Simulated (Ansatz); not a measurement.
The cell of Si is invented: one element on all sites of the Ag2S type (P2_1/m, No. 11). Its size is a rough estimate.

```
CELL_PARAMETERS angstrom
4.23422 0.00000 0.00000
0.00000 7.41963 0.00000
-1.85661 0.00000 3.82360
ATOMIC_POSITIONS crystal
Si 0.06208 0.25000 0.94323
Si 0.93792 0.75000 0.05677
Si 0.50000 0.50000 0.50000
Si 0.50000 0.00000 0.50000
Si 0.70459 0.25000 0.30478
Si 0.29541 0.75000 0.69522
```

All numbers below come from Ansatz, DFT PBE, scalar-relativistic, plane waves, PAW. Cutoff 420 eV, Gaussian smearing, Γ-centred meshes. Cell and atoms relax first on a coarse mesh and then on a finer one. In between, the cell is made exact in the group found at 0.06 Å. In metals the finer mesh still leaves noise of several meV/atom or more. The steps can't lower the symmetry of their start. No spin polarisation.

A guess keeps its type if space group and coordination stay and the shape of the cell changes little (axis ratios within about 15 %, angles within 6°); the volume may change.

Problem. Will the relaxed cell still be of the starting type?

Solution. It doesn't keep its type. The symmetry goes from P2_1/m (No. 11) to Cmcm (No. 63). The volume per atom shrinks by 17.1 %, from 20.0 to 16.6 Å³. The shortest distance goes from 2.35 Å (Si–Si) to 2.39 Å (Si–Si). Counting neighbours within 15 % of an atom's shortest distance, the start has Si 2/3/5 and the end Si 5/8. In detail, at the end Si on a site of symmetry m is surrounded by 5 Si at 2.39–2.58 Å, 2 Si at 2.77 Å and 1 Si at 3.12 Å; around Si on a site of symmetry 2/m lie 4 Si at 2.49 Å and 4 Si at 2.77 Å.

```xyz
6
Lattice="2.7586 -2.5526 0.0000 2.7586 2.5526 0.0000 0.0000 0.0000 7.0679" Properties=species:S:1:pos:R:3 pbc="T T T"
Si    1.1961    0.7934    1.7670
Si    4.3210   -0.7934    5.3009
Si    2.7586    0.0000    3.5339
Si    2.7586    0.0000    0.0000
Si    4.3210    0.7934    1.7670
Si    1.1961   -0.7934    5.3009
```

The last run used a 10×10×6 mesh (in the run's order of axes) for its 6-atom cell and Gaussian smearing of 0.10 eV. Symmetry constrained the relaxation, so the result can be a saddle point.

In counts of neighbours, a slash parts the counts of unlike sites.
